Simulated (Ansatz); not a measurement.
Rows from a G0W0 calculation on HfS2/HfS2 (1T bilayer) (Ansatz 0.2.0; G0W0 on PBEsol, plane waves, PAW; PAW set soft_1; 6×6×1 mesh, 659 empty bands, screening to 75 eV, PAW set soft_1 files), in eV. Spin-orbit coupling is left out.

| row | Σx | Σc | Vxc | Z |
| --- | --- | --- | --- | --- |
| A | -18.62 | 2.36 | -15.76 | 0.72 |
| B | -10.30 | -3.62 | -14.49 | 0.74 |
| C | -18.69 | 1.79 | -16.49 | 0.73 |
| D | -10.86 | -4.50 | -16.12 | 0.74 |
| E | -18.74 | 2.29 | -15.96 | 0.72 |
| F | -10.56 | -3.85 | -15.04 | 0.74 |

Q: Which rows are filled states and which are empty ones, and how can one tell?

Filled: A, C and E. Empty: B, D and F. The sign of Σc tells: for a filled state bare exchange, which holds its interaction with itself, lies below Vxc (Σx − Vxc is -2.2 eV or lower here) and screening gives part back as a positive Σc. For an empty state Σx lies above Vxc (+4.2 eV or more) and the Coulomb hole leaves Σc negative.

[Runs of the session that timed out or met a known fault of the program may be left out.]

[Cells called generated may have been cut or substituted from an entry of the Crystallography Open Database or the Materials Project.]

[Hosts, paths, dates, database ids (printed as entryN), source tags and the programs' standing remarks are cut or masked in the printed files.]
